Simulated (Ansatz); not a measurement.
# WS2: the cost of one run

Computed with Ansatz 0.2.0 (DFT PBE+D3(BJ), scalar-relativistic, plane waves, PAW, unless a step's input says otherwise).

8 further runs of the same task are left out: 8 set aside as unsound or not needed.

## Step 1: The starting structure

The structure is hexagonal, space group P-6m2 (No. 187). Conventional cell: a = 3.160 Å, b = 3.160 Å, c = 16.940 Å, α = 90.00°, β = 90.00°, γ = 120.00°. W (site symmetry -6m2) has 6 S at 2.41 Å as nearest neighbours. Around S (site symmetry 3m) lie 3 W at 2.41 Å.

Structure file:

```
CELL_PARAMETERS angstrom
3.15989 0.00000 0.00000
-1.57994 2.73654 0.00000
0.00000 0.00000 16.93985
ATOMIC_POSITIONS crystal
W 0.33333 0.66667 0.00000
S 0.66667 0.33333 0.90696
S 0.66667 0.33333 0.09304
```

It goes back to an entry of the Materials Project, which need not be the stable form.

It is the result of an earlier relaxation at this level (volume 48.83 Å³/atom; gap on the mesh: 1.92 eV).

## Step 4: The grid

The energy is mapped over two normal modes frozen in (zone-centre modes of the cell shown).

The axes are (1) amplitude of mode 4 (291 cm⁻¹), largest displacement: 7 values from −0.078 Å; (2) amplitude of mode 9 (433 cm⁻¹), largest displacement: 7 values from −0.100 Å.

Nothing else is relaxed (the cell and all other modes fixed). Energies count from the relaxed high-symmetry cell. Points are written as (first, second).

Displacement patterns for an amplitude of 1 (Å):

```csv
atom,x1,y1,z1,x2,y2,z2
W1,0.000,0.000,0.000,0.000,0.000,-0.349
S2,1.000,0.000,0.000,0.000,0.000,1.000
S3,-1.000,0.000,0.000,0.000,0.000,1.000
```

(The set-up runs are not shown.)

## Step 5: Point (−0.078 Å, −0.100 Å)

input.yaml

```yaml
crystal:
  lattice:
    - [3.1598870889, 0.0, 0.0]
    - [-1.5799435444, 2.7365424921, 0.0]
    - [0.0, 0.0, 16.9398492058]
  atoms:
    - { symbol: W, position: [0.3333333333, 0.6666666667, 0.0020589413] }
    - { symbol: S, position: [0.6419822404, 0.3333333333, 0.9010616818] }
    - { symbol: S, position: [0.691351093, 0.3333333333, 0.0871318376] }
basis:
  ecutwfc: 420
kpoints:
  mp_grid: { grid: [12, 12, 2] }
hamiltonian:
  xc: pbe
  pseudopotentials: { kind: paw, azcp: { folder: soft_1 } }
  dispersion: d3bj
scf:
  occupations: { method: gaussian, width: 0.05 }
output:
  forces: true
  stress: true
  eigenvalues: true
```

Started as:

```sh
$ ansatz run input.yaml --threads 1 --pin off --max-ram 2048MiB --backend cpu --events-out ev --progress --plain --runs-dir out
```

What time and memory should one allow on 1 thread of Intel Xeon Platinum 8488C (Sapphire Rapids), shared host?

About 34 s, with a peak of 0.65 GiB.
